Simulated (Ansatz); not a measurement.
# Te2Pt (Moncheite) (P-3m1) in Ansatz: further runs

Runs on Te2Pt (Moncheite). Level: PBE. Tasks: single point, equation of state.

Program: Ansatz 0.2.0. These are calculated values, not measurements. Logs are shortened: lines on timing, memory, paths and dates and some standing lists are left out, and cuts for length are marked.

### Step 1. Starting point

Symmetry: P-3m1, No. 164, trigonal system. Conventional cell: a = 4.010 Å, b = 4.010 Å, c = 5.201 Å, α = 90.00°, β = 90.00°, γ = 120.00°. Pt (site symmetry -3m) is surrounded by 6 Te at 2.66 Å. Around Te (site symmetry 3m) lie 3 Pt at 2.66 Å.

### Step 2. Single point, PBE, 22.69 Å³/atom (volume scaled by 0.94)

The input, input.yaml:

```yaml
crystal:
  lattice:
    - [3.9281402959, 0.0, 0.0]
    - [-1.964070148, 3.4018692859, 0.0]
    - [0.0, 0.0, 5.0948273514]
  atoms:
    - { symbol: Pt, position: [0.0, 0.0, 0.0] }
    - { symbol: Te, position: [0.6666666667, 0.3333333333, 0.75] }
    - { symbol: Te, position: [0.3333333333, 0.6666666667, 0.25] }
hamiltonian:
  xc: pbe
  pseudopotentials: { kind: paw }
kpoints:
  mp_grid: { grid: [8, 8, 5] }
scf:
  occupations: { method: fermi_dirac, width: 0.05 }
output:
  forces: true
  stress: true
  eigenvalues: true
  write_density: true
  write_potential: true
  elf: true
  volumetric_format: npy
```

Potentials or basis: Ansatz PAW.

On the command line:

```sh
$ ansatz run input.yaml --threads 2 --pin off --max-ram 5632MiB --backend cpu --events-out ev --progress --plain --runs-dir out
```

What it wrote:

```text
Warning: RAYON_NUM_THREADS=2 ignored (pool sized by the plan → 2); use --threads N
Engine: ansatz 0.2.0, x86_64-unknown-linux-gnu
Pseudopotentials: kind: paw
Pseudopotential: Pt, paw, valence charge 18, recommended cutoff 420 eV (normal), Pt.paw.azcp
Pseudopotential: Te, paw, valence charge 16, recommended cutoff 420 eV (normal), Te.paw.azcp
Functional definition: PBE
  parameter kappa = 0.804
  parameter beta = 0.06672455060314922
  exchange = pbe_x(kappa = kappa, mu = beta*pi^2/3)
  correlation = pbe_c(beta = beta)
Crystal: 3 atoms, lattice volume = 68.082 Å³
Basis set: ecut = 420 eV, 1373 PW (Γ), exchange–correlation on 54×54×72 points (8 copies of the dense FFT grid, shifted against one another)
Bands: 30, of which v1, the nominal top of the filled ones, is band 25 counted from 1 (24 counted from 0)
Symmetry: 12 space group operations
Space group: P-3m1 (ITA 164), of the structure as read, at distance tolerance 4.1e-5 Å
k-points: 40 of 320
Non-local potential: Pt, projectors of the file, l = 0: 3, l = 1: 2, l = 2: 2, l = 3: 1
Non-local potential: Te, projectors of the file, l = 0: 2, l = 1: 2, l = 2: 2, l = 3: 2
PAW form: soft (Blöchl's): semilocal exchange-correlation on the pseudo side does not see the compensation charge
PAW one-centre angular grid: Pt, 590 points (default); XC on 64 Gauss nodes
PAW one-centre angular grid: Te, 590 points (default); XC on 64 Gauss nodes
Initial density: superposition of atomic densities (neutral atoms: chi_scale 0, normalization atom), corrected by the library's trained network
Initial wavefunctions: pseudopotential atomic-orbital guess
Functional: x = pbe(κ = 0.804, μ = 0.2195149727645171), c = pbe(β = 0.06672455060314922)
SCF iter   1: F=—  HF=-26483.596463 eV  |F-HF|=—  |Δ(HF+E_count)|=         —  Δρ=2.56e-3  dr2=5.67e-3  ethr=1.77e-3  ⟨swp⟩=6.5  Hψ=5258  notcnv=0
preconditioner: auto → LDOS  [metal: Δε(μ)=0.031 eV  Ē_g=9.591 eV  σ=0.050 eV  W_gap=0.15  n_scr=22 (ndim 8)  ℏωp=21.1 eV  f_vac=0.011  D(μ)=1.82/eV (n_scr^D=8)  β→1.0]
SCF iter   2: F=—  HF=-26483.597279 eV  |F-HF|=—  |Δ(HF+E_count)|=   8.16e-4  Δρ=2.07e-3  dr2=4.68e-3  ethr=1.13e-5  ⟨swp⟩=2.0  Hψ=2560  notcnv=0  defer=6
SCF iter   3: F=—  HF=-26483.595808 eV  |F-HF|=—  |Δ(HF+E_count)|=   1.47e-3  Δρ=3.57e-4  dr2=8.24e-5  ethr=9.36e-6  ⟨swp⟩=2.0  Hψ=2125  notcnv=0  defer=6
SCF iter   4: F=—  HF=-26483.595809 eV  |F-HF|=—  |Δ(HF+E_count)|=   8.05e-7  Δρ=6.10e-5  dr2=2.39e-6  ethr=1.65e-7  ⟨swp⟩=2.0  Hψ=2039  notcnv=0  defer=6
SCF iter   5: F=—  HF=-26483.595810 eV  |F-HF|=—  |Δ(HF+E_count)|=   1.66e-6  Δρ=1.48e-5  dr2=1.10e-7  ethr=4.78e-9  ⟨swp⟩=2.2  Hψ=1907  notcnv=0  defer=6
SCF iter   6: F=-26483.595810 eV  HF=-26483.595810 eV  |F-HF|=2.51e-9  |Δ(HF+E_count)|=   8.36e-8  Δρ=3.08e-6  dr2=5.40e-9  ethr=2.00e-10  ⟨swp⟩=11.1  Hψ=8293  notcnv=0
SCF 1 converged in 6 iterations: F = -26483.595810 eV  dr2 = 5.40e-9
SCF converged after 6 iterations
Free energy (F): -26483.595810 eV
Harris-Foulkes:  -26483.595810 eV  (|F-HF|=2.51e-9)
Internal energy: -26483.581439 eV  (E = F + TS)
E sigma→0 (E₀):  -26483.588625 eV
Entropy (-TS):   -0.014372 eV (-4.791 meV/atom)
Fermi energy:    15.568986 eV
--- Per-component energies (eV) ---
  E_band       = -635.711954
  E_kinetic    = 1009.218865
  E_local      = -4359.832791  (includes V_loc(G=0)·N_el)
  E_nonlocal   = -421.218501
  E_hartree    = 2351.990343
  E_xc         = -515.134691
  E_vxc        = -517.622886  (∫ρ·V_xc dr)
  E_paw        = -18779.870691  (= ΣΔE_a)
  E_vpaw       = -1050.233633  (= ΣTr[D̂ρ^β])
  E_aug_tail   = -0.000161  (compensation charges beyond the density's cutoff)
  E_ewald      = -5768.733811
  E_smearing   = -0.014372  (= −TS)
  E_closure    = 0.000000  (closes the sum)
  Σ components = -26483.595810   (vs F -26483.595810, Δ=0.00e0)
--- Forces (eV/Å), atoms counted from 1 ---
  atom   1  Pt     0.00000000    -0.00000000     0.00000000
  atom   2  Te     0.00000000     0.00000000    -1.84781525
  atom   3  Te    -0.00000000    -0.00000000     1.84781525
  max |Σ_I F_I| component: 2.10e-30 eV/Å
--- Stress (GPa, compression-positive) ---
       19.814263       0.000000      -0.000000
        0.000000      19.814263      -0.000000
       -0.000000      -0.000000      14.841965
  P = ⅓ Tr σ = 18.1568 GPa (181.568 kbar)
--- Band table (eV; the first three rows and the last of 40) ---
  k-point 0: bands = ["-84.1844", "-38.4946", "-38.4946", "-38.3624", "-22.3544", "-22.3544", "-22.3353", "-22.3353", "-22.3348", "-22.3348", "-22.3324", "-22.3272", "-22.3176", "-22.3176", "0.5258", "4.5365", "7.9752", "8.8223", "8.8223", "11.0170", "11.0170", "12.4575", "14.8310", "14.8310", "16.6853", "16.6853", "16.8547", "18.0713", "20.3230", "21.2911"]
  k-point 1: bands = ["-84.1844", "-38.4946", "-38.4946", "-38.3624", "-22.3523", "-22.3523", "-22.3374", "-22.3374", "-22.3341", "-22.3341", "-22.3319", "-22.3277", "-22.3182", "-22.3182", "0.7082", "3.8519", "8.8071", "8.8501", "8.8501", "11.0028", "11.0028", "12.5386", "14.5759", "14.5759", "16.0373", "17.0947", "17.0947", "18.2870", "20.8807", "21.0609"]
  k-point 2: bands = ["-84.1844", "-38.4946", "-38.4946", "-38.3624", "-22.3475", "-22.3475", "-22.3399", "-22.3399", "-22.3358", "-22.3358", "-22.3306", "-22.3288", "-22.3189", "-22.3189", "1.1506", "2.8517", "8.8961", "8.8961", "10.0338", "10.9820", "10.9820", "12.8502", "14.2511", "14.2511", "14.5521", "17.7945", "17.7945", "19.1412", "20.5258", "20.5258"]
  k-point 39: bands = ["-84.1843", "-38.4986", "-38.4974", "-38.3620", "-22.3476", "-22.3456", "-22.3427", "-22.3364", "-22.3341", "-22.3327", "-22.3317", "-22.3221", "-22.3193", "-22.3190", "3.1065", "3.2632", "8.1194", "8.7048", "9.2126", "10.4496", "10.9394", "11.2757", "11.4401", "12.3580", "12.6983", "17.3427", "18.0071", "20.8468", "21.7338", "22.6495"]
```

Run time: 3.5 s. Hardware: 2 threads of Intel Xeon at 2.70GHz, shared host; peak memory 0.42 GiB.

Results:

* Free energy: -26483.5958 eV
* Pressure: 18.2 GPa
* Largest force: 1.848 eV/Å
* Band gap on the k mesh: none (metal or under the smearing width)

Caveat: forces of over 1 eV/Å show positions far from the minimum, so gaps and moduli don't describe the material at rest.

### Step 3. Single point, PBE, 23.18 Å³/atom (volume scaled by 0.96)

Edit input.yaml of step 2 so:

```diff
@@ -2,5 +2,5 @@
   lattice:
-    - [3.9281402959, 0.0, 0.0]
-    - [-1.964070148, 3.4018692859, 0.0]
-    - [0.0, 0.0, 5.0948273514]
+    - [3.9558041672, 0.0, 0.0]
+    - [-1.9779020836, 3.4258269012, 0.0]
+    - [0.0, 0.0, 5.1307075994]
   atoms:
```

Potentials or basis: Ansatz PAW.

On the command line:

```sh
$ ansatz run input.yaml --threads 2 --pin off --max-ram 5632MiB --backend cpu --events-out ev --progress --plain --runs-dir out
```

It took 4.3 s on 2 threads of Intel Xeon at 2.70GHz, shared host; peak memory 0.42 GiB.

It converged, with:

- Free energy: -26483.7438 eV
- Pressure: 14.6 GPa
- Largest force: 1.538 eV/Å
- Band gap on the k mesh: none (metal or under the smearing width)

Caveat: forces of over 1 eV/Å show positions far from the minimum, so gaps and moduli don't describe the material at rest.

### Step 4. Single point, PBE, 23.66 Å³/atom (volume scaled by 0.98)

Edit input.yaml of step 3 so:

```diff
@@ -2,5 +2,5 @@
   lattice:
-    - [3.9558041672, 0.0, 0.0]
-    - [-1.9779020836, 3.4258269012, 0.0]
-    - [0.0, 0.0, 5.1307075994]
+    - [3.9830864374, 0.0, 0.0]
+    - [-1.9915432187, 3.4494540403, 0.0]
+    - [0.0, 0.0, 5.166092908]
   atoms:
```

On the command line:

```sh
$ ansatz run input.yaml --threads 2 --pin off --max-ram 5632MiB --backend cpu --events-out ev --progress --plain --runs-dir out
```

Wall time 4.1 s (2 threads of Intel Xeon at 2.70GHz, shared host); peak memory 0.42 GiB.

Results (log left out):

```
Free energy            : -26483.8616 eV
Pressure               : 11.5 GPa
Largest force          : 1.254 eV/Å
Band gap on the k mesh : none (metal or under the smearing width)
```

Caveat: forces of over 1 eV/Å show positions far from the minimum, so gaps and moduli don't describe the material at rest.

### Step 5. Single point, PBE, 24.14 Å³/atom

Edit input.yaml of step 4 so:

```diff
@@ -2,5 +2,5 @@
   lattice:
-    - [3.9830864374, 0.0, 0.0]
-    - [-1.9915432187, 3.4494540403, 0.0]
-    - [0.0, 0.0, 5.166092908]
+    - [4.01, 0.0, 0.0]
+    - [-2.005, 3.4727618692, 0.0]
+    - [0.0, 0.0, 5.201]
   atoms:
```

On the command line:

```sh
$ ansatz run input.yaml --threads 2 --pin off --max-ram 5632MiB --backend cpu --events-out ev --progress --plain --runs-dir out
```

Run time: 4.3 s. Hardware: 2 threads of Intel Xeon at 2.70GHz, shared host; peak memory 0.42 GiB.

It converged, with:

* Free energy: -26483.9525 eV
* Pressure: 8.7 GPa
* Largest force: 0.994 eV/Å
* Band gap on the k mesh: none (metal or under the smearing width)

### Step 6. Single point, PBE, 24.63 Å³/atom (volume scaled by 1.02)

Edit input.yaml of step 5 so:

```diff
@@ -2,5 +2,5 @@
   lattice:
-    - [4.01, 0.0, 0.0]
-    - [-2.005, 3.4727618692, 0.0]
-    - [0.0, 0.0, 5.201]
+    - [4.0365570653, 0.0, 0.0]
+    - [-2.0182785327, 3.4957609624, 0.0]
+    - [0.0, 0.0, 5.2354447124]
   atoms:
@@ -20,5 +20 @@
   eigenvalues: true
-  write_density: true
-  write_potential: true
-  elf: true
-  volumetric_format: npy
```

Potentials or basis: Ansatz PAW.

On the command line:

```sh
$ ansatz run input.yaml --threads 2 --pin off --max-ram 5632MiB --backend cpu --events-out ev --progress --plain --runs-dir out
```

Run time: 3.5 s. Hardware: 2 threads of Intel Xeon at 2.70GHz, shared host; peak memory 0.41 GiB.

Results (log left out):

```
Free energy            : -26484.0192 eV
Pressure               : 6.1 GPa
Largest force          : 0.756 eV/Å
Band gap on the k mesh : none (metal or under the smearing width)
```

### Step 7. Single point, PBE, 25.11 Å³/atom (volume scaled by 1.04)

Edit input.yaml of step 6 so:

```diff
@@ -2,5 +2,5 @@
   lattice:
-    - [4.0365570653, 0.0, 0.0]
-    - [-2.0182785327, 3.4957609624, 0.0]
-    - [0.0, 0.0, 5.2354447124]
+    - [4.0627692093, 0.0, 0.0]
+    - [-2.0313846047, 3.518461345, 0.0]
+    - [0.0, 0.0, 5.2694420593]
   atoms:
@@ -20 +20,5 @@
   eigenvalues: true
+  write_density: true
+  write_potential: true
+  elf: true
+  volumetric_format: npy
```

On the command line:

```sh
$ ansatz run input.yaml --threads 2 --pin off --max-ram 5632MiB --backend cpu --events-out ev --progress --plain --runs-dir out
```

Run time: 4.2 s. Hardware: 2 threads of Intel Xeon at 2.70GHz, shared host; peak memory 0.43 GiB.

Results (log left out):

```yaml
Free_energy: -26484.0644 eV
Pressure: 3.9 GPa
Largest_force: 0.537 eV/Å
Band_gap_on_the_k_mesh: none (metal or under the smearing width)
```

### Step 8. Single point, PBE, 25.59 Å³/atom (volume scaled by 1.06)

Edit input.yaml of step 7 so:

```diff
@@ -2,5 +2,5 @@
   lattice:
-    - [4.0627692093, 0.0, 0.0]
-    - [-2.0313846047, 3.518461345, 0.0]
-    - [0.0, 0.0, 5.2694420593]
+    - [4.0886474179, 0.0, 0.0]
+    - [-2.044323709, 3.5408725311, 0.0]
+    - [0.0, 0.0, 5.3030062894]
   atoms:
@@ -20,5 +20 @@
   eigenvalues: true
-  write_density: true
-  write_potential: true
-  elf: true
-  volumetric_format: npy
```

On the command line:

```sh
$ ansatz run input.yaml --threads 2 --pin off --max-ram 5632MiB --backend cpu --events-out ev --progress --plain --runs-dir out
```

It took 3 s on 2 threads of Intel Xeon at 2.70GHz, shared host; peak memory 0.42 GiB.

The run converged. Its results:

```
Free energy            : -26484.0902 eV
Pressure               : 1.9 GPa
Largest force          : 0.336 eV/Å
Band gap on the k mesh : none (metal or under the smearing width)
```

### Step 9. Equation of state, PBE

Potentials or basis: Ansatz PAW.

This step only gathers the single runs of the series.

What came out:

| Item | Value |
| --- | --- |
| Equilibrium volume | 26.09 Å³/atom (rough: see the caveat) |
| Bulk modulus at fixed shape and positions | 92 GPa (rough) |

Energy against volume, from the lowest point:
```csv
volume (Å³/atom),energy (meV/atom)
22.694,164.80
23.177,115.48
23.660,76.20
24.143,45.91
24.626,23.66
25.108,8.61
25.591,0.00
```

Caveat: the minimum lies outside the volumes run; the cell was scaled at fixed shape and fractional positions, which overstates the stiffness of a crystal with free parameters, most of all of layers and chains. Spin-orbit coupling is left out, which matters for the levels of Pt, Te.
